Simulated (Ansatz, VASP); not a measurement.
ZnS: 3 runs at one level of theory

The starting cell:

```
Zn S
1.0
     0.00000    2.70200    2.70200
     2.70200    0.00000    2.70200
     2.70200    2.70200    0.00000
Zn S
1 1
Direct
  0.75000 0.75000 0.75000
  0.00000 0.00000 0.00000
```

Alike in all runs: task relaxation of cell and atoms; functional LDA; k mesh 9 × 9 × 9; occupations fermi-dirac, width 0.05 eV; no spin polarisation; no spin-orbit coupling. LDA stands for any of its common fits.

```json
{"program and potentials": "Ansatz, Ansatz PAW", "plane-wave cutoff (eV)": "420", "notes": "potentials made for PBE, which Ansatz adapts in part", "equilibrium volume (Å³/atom)": "18.58"}
{"program and potentials": "VASP, LDA PAW files S, Zn, 600 eV", "plane-wave cutoff (eV)": "600", "notes": "-", "equilibrium volume (Å³/atom)": "18.62"}
{"program and potentials": "Ansatz, all-electron LAPW, scalar-relativistic", "plane-wave cutoff (eV)": "-", "notes": "-", "equilibrium volume (Å³/atom)": "18.58"}
```

The equilibrium volume spans 18.58 (Ansatz, Ansatz PAW) to 18.62 Å³/atom (VASP, LDA PAW files S, Zn, 600 eV), with all-electron results at 18.58. Relaxations stop with a little pressure left, so the last digit of a volume isn't settled.

Differences between rows come from potentials, basis sets and numerical settings, since the functional is the same but for its coding. Runs on potential files found faulty are left out.

The three volumes, 18.58 to 18.62 Å³/atom, agree so closely that the choice between PAW and all-electron LAPW hardly matters for the size of the zinc-blende cell. The spread gives no grounds for ranking the potentials. All three volumes lie clearly below that of the starting cell, and also below the well-known experimental one. This is the usual LDA overbinding: the local form of exchange and correlation favours the more uniform density of a compressed crystal, so the polar covalent Zn–S bonds come out too short. Thermal expansion and zero-point motion, absent from a static relaxation, account for only a small part of the gap. Because the all-electron result shows the same contraction, the error belongs to the functional and not to the treatment of the core. The filled Zn 3d shell, which mixes with S 3p in the valence band, is evidently described consistently enough not to disturb the volume. Whether the runs would also agree on the band gap or on the small energy difference between zinc blende and wurtzite can't be told from these volumes.
